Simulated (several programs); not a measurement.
**What each method gives for AgI (wurtzite)**

Wurtzite AgI, relaxed with r2SCAN in Ansatz, was computed with several methods. The symmetry is P6_3mc (No. 186, hexagonal); a = 4.651 Å, c = 7.599 Å in the conventional setting, 35.59 Å³ an atom. Around Ag lie 4 I at 2.85 Å; around I lie 4 Ag at 2.85 Å. Calculated for a static, non-magnetic cell.

```
Ag I
1.0
     4.65087    0.00000    0.00000
    -2.32544    4.02777    0.00000
     0.00000    0.00000    7.59930
Ag I
2 2
Direct
  0.33333 0.66667 0.00000
  0.66667 0.33333 0.50000
  0.33333 0.66667 0.37500
  0.66667 0.33333 0.87500
```

Gaps and times are for a single point on this cell; volume and bulk modulus come from each method's own relaxation or energy curve at fixed shape, which is too stiff where a cell has free coordinates or axes. Times are rough, from shared hosts (Arm Neoverse V1), and each method has its own mesh and cell size. A double dagger marks a value from a curve with shape and coordinates held. PM6 (MOPAC), PM7 (MOPAC), GFN1-xTB (tblite), GFN2-xTB (tblite) treat a cluster of cells at its zone centre, which samples few k points: where these miss a band edge, the gap comes out too large for that reason alone. Gaps from k meshes are read at a limited set of points (mesh, symmetry points, PBE's band edges), so each method's own least gap may be somewhat smaller. xTB and the PM methods were fitted mostly to molecules, and can miss a solid's gap by electronvolts. Minimal bases can be far off for gaps. Times of the plane-wave rungs are withheld (a dash), since they come from other jobs, hosts and meshes; the meshes of hybrids and Hartree-Fock don't converge their gaps to the digits shown. GLLB-SC's gap includes the derivative discontinuity. d marks a direct gap, i an indirect one (no mark: not told apart), a dash a value that wasn't computed or didn't pass its checks.

```csv
method,kind,gap (eV),own volume (Å³/atom),bulk modulus (GPa),atoms computed,processor time
GFN1-xTB (tblite),tight binding,2.66,36.15‡,42‡,cluster,2.9 s
"light PBE (260 eV, its own mesh)",light plane-wave,1.38 d,–,–,4,3.2 s
GFN2-xTB (tblite),tight binding,5.56,37.75‡,35‡,cluster,5.5 s
PBE/SZV (CP2K),small basis,1.74 d,–,–,4,9 s
PM7 (MOPAC),semi-empirical,4.15,34.31‡,65‡,cluster,11 s
PBE,semilocal,1.37 d,36.43,26‡,4,–
PBE/DZVP (CP2K),small basis,1.41 d,37.47‡,25‡,4,25 s
r2SCAN,semilocal,1.86 d,35.59,29‡,4,–
PBE/single zeta (GPAW),small basis,1.14 d,–,–,4,37 s
PBE+SOC,semilocal,1.14 d,–,–,4,–
GLLB-SC (GPAW),model potential,2.56,–,–,4,2.1 min
PM6 (MOPAC),semi-empirical,2.29,–,–,cluster,3.4 min
PBE0,hybrid,3.19 d,–,–,4,–
HSE06,hybrid,2.53 d,–,–,4,–
```

Against HSE06 (2.53 eV) the nearest gap at the points sampled is that of GLLB-SC (GPAW) (+0.03 eV) and the farthest that of GFN2-xTB (tblite) (+3.02 eV). HSE06 is only a yardstick of convenience, and nearness to it can be luck.

Volumes against r2SCAN's: PBE +2.4 %.

Only the rows marked +SOC include spin-orbit coupling.
